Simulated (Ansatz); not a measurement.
**Which of these structures of NaI lies lowest?**

All numbers below come from DFT, PBEsol, all-electron LAPW, scalar-relativistic (Ansatz 0.2.0).

Each cell is taken as listed (from a database or a relaxation; residual pressures are under 0.6 GPa and forces under 0.08 eV/Å), on meshes of about 0.2 Å⁻¹ spacing; energies are extrapolated to zero smearing, with no zero-point or thermal terms. Other structures, the observed one among them, may be missing from this set and lie lower. No run is spin-polarised.

Spin–orbit coupling is left out, though it moves levels of the heavy atoms by tenths of an eV or more.

Q: Order the structures by energy per atom, lowest first, and give the differences.
A.
```cif
data_structure
_symmetry_space_group_name_H-M 'Fm-3m'
_symmetry_Int_Tables_number 225
_cell_length_a 6.4728
_cell_length_b 6.4728
_cell_length_c 6.4728
_cell_angle_alpha 90.000
_cell_angle_beta 90.000
_cell_angle_gamma 90.000
_cell_volume 271.19
loop_
_atom_site_label
_atom_site_type_symbol
_atom_site_symmetry_multiplicity
_atom_site_Wyckoff_symbol
_atom_site_fract_x
_atom_site_fract_y
_atom_site_fract_z
_atom_site_occupancy
Na1 Na 4 a 0.00000 0.00000 0.00000 1
I1 I 4 b 0.50000 0.00000 0.00000 1
```
(COD 9008681, reported; 7×7×7 mesh on the primitive cell, smearing 0.01 eV, P = -0.5 GPa)
B.
```cif
data_structure
_symmetry_space_group_name_H-M 'F-43m'
_symmetry_Int_Tables_number 216
_cell_length_a 7.1628
_cell_length_b 7.1628
_cell_length_c 7.1628
_cell_angle_alpha 90.000
_cell_angle_beta 90.000
_cell_angle_gamma 90.000
_cell_volume 367.49
loop_
_atom_site_label
_atom_site_type_symbol
_atom_site_symmetry_multiplicity
_atom_site_Wyckoff_symbol
_atom_site_fract_x
_atom_site_fract_y
_atom_site_fract_z
_atom_site_occupancy
Na1 Na 4 a 0.00000 0.00000 0.00000 1
I1 I 4 d 0.25000 0.25000 0.75000 1
```
(zincblende type, relaxed by us; 10×10×10 mesh on the primitive cell, smearing 0.05 eV, P = -0.4 GPa)

A: A (0 meV/atom), B (88 meV/atom).
